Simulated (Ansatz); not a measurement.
# Pt/LiF/Al: predicting the conductance of a thicker barrier

Set-up. Ansatz 0.2.0, plane waves with PAW datasets, PBE. Interfaces are relaxed in a short slab (with D3(BJ) where the barrier is layered), set between ideal electrode layers that go on as semi-infinite leads, and the zero-bias conductance G at 300 K comes from T(E) on a typed mesh. The error is the largest of the program's estimates from energy step, mesh, the leads' potential steps and neutrality; its separate bound for narrow resonances between the energies solved isn't counted and can be far larger. The lower electrode is Pt (fcc 111), the upper Al (fcc 111) and the barrier LiF (rock salt 111), on a net of side 2.878 Å; d is the distance between the electrodes' last planes.

The runs shown:

| planes in the barrier | d (Å) | G (S/m²) | error (%) | lead step (meV) |
| --- | --- | --- | --- | --- |
| 5 | 8.60 | 2.42e11 | 14 | 16 |
| 7 | 10.96 | 7.19e9 | 12 | 16 |
| 9 | 13.32 | 2.39e8 | 14 | 16 |
| 11 | 15.69 | 8.50e6 | 12 | 16 |

**Question.** A further run has 13 planes, d = 18.05 Å. Fit G ∝ exp(−βd) to the rows shown and predict its conductance.

Working: Take y = ln G: 26.21, 22.70, 19.29 and 15.96. The means are d = 12.14 Å and y = 21.04; Σ(Δd Δy) = −40.38 and Σ(Δd)² = 27.92, so the slope is −1.446 Å⁻¹ (β = 1.446 Å⁻¹). At d = 18.05 Å, y = 21.04 − 1.446 × 5.91 = 12.49, or G = 2.67e5 S/m².

What the calculation gave: The run gave 3.12e5 S/m², with an error estimate of 12 % and a lead step of 16 meV. The prediction is 0.857 times that, too low by 14 %. That lies within the runs' own error estimates, carried through the fit.

**Limits.** The interfaces are ideal, one cell wide, strained to a common net and relaxed from one registry with their symmetry kept. PBE's gaps are too small, so true decay constants are likely larger where the Fermi level lies deep in a gap. No spin-orbit coupling, phonons, disorder or image charges enter. The rows shown are chosen by tests on error estimates (under 100 to 120 %), lead steps (under 150 meV, though the program warns over 25), intact interfaces and, for fits, a steady trend in the rows shown; the data set holds 414 series of this kind, and not all pass.
